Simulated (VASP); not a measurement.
Here is a VASP 6.6.1 calculation.

The input INCAR:

```
SYSTEM = Li2S
ALGO = Normal
EDIFF = 1E-7
ENCUT = 520
ISIF = 2
ISMEAR = 0
LASPH = .True.
LCHARG = .False.
LMIXTAU = .True.
LREAL = .False.
LWAVE = .False.
METAGGA = R2SCAN
NBANDS = 13
NELM = 60
PREC = Accurate
SIGMA = 0.02
```

The input KPOINTS:

```
k-points
0
Gamma
  8 8 8
  0 0 0
```

POSCAR

```
Li2S
1.0
    0.0000000000      2.8263500000      2.8263500000
    2.8263500000      0.0000000000      2.8263500000
    2.8263500000      2.8263500000      0.0000000000
Li S
2 1
Direct
    0.7500000000      0.7500000000      0.7500000000
    0.2500000000      0.2500000000      0.2500000000
    0.0000000000      0.0000000000      0.0000000000
```

Potentials or basis: VASP PAW PBE potentials, release 64 (Li_sv, S).

Command:

```sh
$ cat potpaw_PBE.64/Li_sv/POTCAR potpaw_PBE.64/S/POTCAR > POTCAR
$ mpirun -np 1 vasp_std > vasp.out
```

Q: Estimate the band gap on the k mesh.

A: 3.85 eV, indirect (least direct gap 5.16 eV).

 A k mesh can miss the band edges.
